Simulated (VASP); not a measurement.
Here is a VASP 6.6.1 calculation.

Contents of INCAR:

```
SYSTEM = Hf
  PREC = Accurate
  ENCUT = 520
  EDIFF = 1E-6
  ISMEAR = 1
  SIGMA = 0.1
  LREAL = .FALSE.
  LASPH = .TRUE.
  NELM = 100
  ALGO = Fast
  ISIF = 2
  LWAVE = .FALSE.
  LCHARG = .FALSE.
  LDIPOL = .TRUE.
  IDIPOL = 3
  DIPOL = 0.5 0.5 0.388
  GGA = PS
  IVDW = 12
  NBANDS = 28
```

File KPOINTS:

```
Automatic mesh
0
G
  12 12 1
  0 0 0
```

The input POSCAR:

```
Hf
1.0
    3.1236330269      0.0000000000      0.0000000000
   -1.5618165135      2.7051455534      0.0000000000
    0.0000000000      0.0000000000     27.4354155915
Hf
4
Direct
    0.3333333333      0.6666666667      0.2551446679
    0.6666666667      0.3333333333      0.3409071097
    0.3333333333      0.6666666667      0.4346601272
    0.6666666667      0.3333333333      0.5229615596
```

Potentials or basis: VASP PAW PBE potentials, release 64 (Hf_pv).

Command:

```console
$ cat potpaw_PBE.64/Hf_pv/POTCAR > POTCAR
$ mpirun -np 1 vasp_std > vasp.out
```

Q: Predict the band gap on the k mesh.

A: None (metal or under the smearing width).

Q: What does it give for the dispersion energy per atom?

A: -0.377 eV.

Q: Estimate the largest force.

A: 0.495 eV/Å.

Forces in eV/Å, atoms in the order of the input:
```
Hf   0.000  0.000  0.091
Hf   0.000  0.000 -0.118
Hf   0.000  0.000  0.495
Hf   0.000  0.000 -0.468
```

Caveat: the PAW data sets were made with another functional, which shifts forces and pressure a little. Spin-orbit coupling is left out, which matters for the levels of Hf.
